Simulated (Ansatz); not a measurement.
**Li: from a migration barrier to a jump rate**

These are results of DFT PBE+D3(BJ), scalar-relativistic, plane waves, PAW in Ansatz 0.2.0, not measurements. The runs took a 420 eV cutoff, a Γ-centred 4×4×4 mesh and Gaussian smearing (0.1 eV). No spin polarisation.

In a supercell of 20 sites an atom of Li jumps into a neighbouring Li vacancy, a = 2.95 Å from site to site in the perfect crystal, in a neutral cell. The half-way point, relaxed in its symmetry, lies 0.108 eV above the relaxed vacancy. Take it as the barrier; the order of the saddle wasn't checked, and the cell is small.

Q: With an assumed attempt frequency of 10¹³ s⁻¹, how often does the jump happen, and how fast does the vacancy diffuse?

A: Transition-state theory gives Γ = ν exp(−E/k_BT), and one such jump direction contributes Γa²/6 to the vacancy's diffusion coefficient averaged over directions:

| T (K) | E/k_BT | Γ (1/s) | Γa²/6 (cm²/s) |
| --- | --- | --- | --- |
| 300 | 4.2 | 1.5 × 10^11 | 2.2 × 10^-5 |
| 600 | 2.1 | 1.2 × 10^12 | 1.8 × 10^-4 |
| 1000 | 1.3 | 2.9 × 10^12 | 4.1 × 10^-4 |
| 1500 | 0.8 | 4.3 × 10^12 | 6.3 × 10^-4 |

The rate reaches one jump a second at T = E/(k_B ln 10¹³) = 42 K. The number of equivalent jumps multiplies D if they link up through the crystal; a hop between two sites alone gives no long-range diffusion, which then waits on a higher barrier. In either case the atoms' own diffusion carries the vacancy concentration and a correlation factor besides. Rows above the melting point are formal, and so are rows where E/k_BT falls under about 3, since the theory needs rare jumps.

Q: How much does an error of 0.1 eV in the barrier matter?

A: It multiplies the rate by exp(0.1 eV/k_BT): 48 at 300 K and 3.2 at 1000 K, more than the usual doubt about ν at low temperature.